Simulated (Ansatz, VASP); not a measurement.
# Two plane-wave programs on Al

```
Al
1.0
     0.00000    2.02081    2.02081
     2.02081    0.00000    2.02081
     2.02081    2.02081    0.00000
Al
1
Cartesian
  0.0000 0.0000 0.0000
```

Alike in both runs: functional PBE; k mesh 18 × 18 × 18; occupations gaussian, width 0.1 eV; no spin polarisation.

Ansatz relaxed the structure, and its values are those at the end. VASP's run is a single point on that final structure, the one shown.

|  | VASP | Ansatz |
| --- | --- | --- |
| version | VASP 6.6.1 | Ansatz 0.2.0 |
| potentials or method | VASP PAW PBE potentials, release 64 (Al) | scalar-relativistic, plane waves, PAW |
| plane-wave cutoff (eV) | 520 | 420 |
| valence electrons in the cell | 3 | 3 |

Ansatz gave:

- gap on the k mesh at the Fermi level (eV): none
- pressure (GPa): 0.0

Task: Which values does VASP return?

Result: gap on the k mesh at the Fermi level (eV): none; pressure (GPa): -0.1.

A gap of «none» marks a metal or a gap that the smearing closes. With one functional, cell and mesh, what is left measures potentials, basis and numerics.
